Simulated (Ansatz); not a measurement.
# Ge: changing the choice of potentials or basis

Symmetry: Cmcm, No. 63, orthorhombic system. Conventional cell: a = 2.976 Å, b = 5.189 Å, c = 4.728 Å, α = 90.00°, β = 90.00°, γ = 90.00°. Ge (site symmetry m2m) has 12 Ge at 2.92 to 2.99 Å as nearest neighbours.

This isn't the form of Ge at room conditions, which is diamond.

Kept alike: task equation of state; functional PBEsol; k mesh 10 × 10 × 6; occupations fermi-dirac, width 0.05 eV; no spin polarisation. Program: Ansatz. Cutoffs run from 420 to 1687 eV. The mesh is that of the run's cell of 2 atoms. No spin-orbit coupling.

| choice of potentials or basis | volume (Å³/atom) | bulk modulus (GPa) |
| --- | --- | --- |
| Ansatz PAW (files of its older set among them) (made for PBE) | 18.383 | 76.6 |
| Ansatz PAW (made for PBE) | 18.371 | 76.6 |
| JTH PAW (made for PBE) | 18.447 | 76.6 |
| PseudoDojo standard (made for PBE) | 18.385 | 76.7 |
| PseudoDojo stringent (made for PBE) | 18.410 | 76.2 |

Volume and modulus come from cells scaled at fixed shape and fractions; off cubic symmetry such a modulus can lie above the relaxed one.

Problem. What does the choice of potentials or basis change here?

Solution. The volume runs from 18.371 (Ansatz PAW (made for PBE)) to 18.447 Å³/atom (JTH PAW (made for PBE)). The bulk modulus runs from 76.2 (PseudoDojo stringent (made for PBE)) to 76.7 GPa (PseudoDojo standard (made for PBE)).

The choice of potential barely matters for this dense form of germanium: both volume and bulk modulus shift by only a fraction of a percent. The equation of state is governed by the valence s and p electrons, whose scattering every set is built to reproduce. The remaining spread probably reflects differences in core radii and in the treatment of the shallow 3d shell.

JTH gives the largest volume, yet its modulus equals that of both Ansatz PAW sets, so the small shifts don't follow the usual rule that a larger volume means a softer solid. The two PseudoDojo tables also differ from each other by more in volume than the standard one does from either Ansatz set, so the scatter isn't simply a divide between PAW and norm-conserving potentials.

With 12 neighbours at 2.92 to 2.99 Å, bonding is probably delocalised and metallic rather than the directed sp³ bonding of diamond-type germanium. Close agreement among the sets can't reveal an error they share, such as one from using PBE-generated cores with PBEsol.
